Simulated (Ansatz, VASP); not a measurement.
## ZnS in VASP and in Ansatz

The input INCAR:

```
PREC     = Accurate       # precision mode
ENCUT    = 520            # plane-wave cutoff, eV
EDIFF    = 1E-6           # SCF threshold, eV
ISMEAR   = 0              # smearing method
SIGMA    = 0.05           # smearing width, eV
LREAL    = False          # projectors in reciprocal space
LASPH    = True           # aspherical terms in the spheres
NELM     = 100            # most SCF steps
ALGO     = Normal         # electronic algorithm
ISIF     = 2              # what is computed and relaxed
LWAVE    = False          # write WAVECAR
LCHARG   = False          # write CHGCAR
GGA      = PS             # functional
NBANDS   = 16             # bands
```

Contents of KPOINTS:

```
regular mesh
0
Gamma
  8 8 8
```

Contents of POSCAR:

```
ZnS
1.0
    0.0000000000      2.4862503474      2.4862503474
    2.4862503474      0.0000000000      2.4862503474
    2.4862503474      2.4862503474      0.0000000000
Zn S
1 1
Direct
    0.2500000000      0.2500000000      0.2500000000
    0.0000000000      0.0000000000      0.0000000000
```

Input for Ansatz:

```yaml
crystal:
  lattice:
    - [0.0, 2.4862503474, 2.4862503474]
    - [2.4862503474, 0.0, 2.4862503474]
    - [2.4862503474, 2.4862503474, 0.0]
  atoms:
    - { symbol: Zn, position: [0.25, 0.25, 0.25] }
    - { symbol: S, position: [0.0, 0.0, 0.0] }
basis:
  ecutwfc: 420
  ecutrho_ratio: 4
kpoints:
  mp_grid: { grid: [8, 8, 8] }
hamiltonian:
  xc: pbesol
scf:
  occupations: { method: gaussian, width: 0.05 }
output:
  forces: true
  stress: true
  eigenvalues: true
```

Alike in both runs: task single point; functional PBEsol; k mesh 8 × 8 × 8; occupations gaussian, width 0.05 eV; no spin polarisation.

|  | VASP | Ansatz |
| --- | --- | --- |
| version | VASP 6.6.1 | Ansatz 0.2.0 |
| potentials or method | VASP PAW PBE potentials, release 64 (Zn, S) | scalar-relativistic, plane waves, PAW |
| plane-wave cutoff (eV) | 520 | 420 |
| valence electrons in the cell | 18 | 18 |

|  | VASP | Ansatz | Ansatz less VASP |
| --- | --- | --- | --- |
| gap on the k mesh at the Fermi level (eV) | 2.57 | 2.56 | -0.011 |
| least direct gap on the mesh (eV) | 3.13 | 3.09 | -0.033 |

With one functional, cell and mesh, what is left measures potentials, basis and numerics.

 As with any semilocal functional, this PBEsol gap is likely too small. A k mesh can miss the band edges.
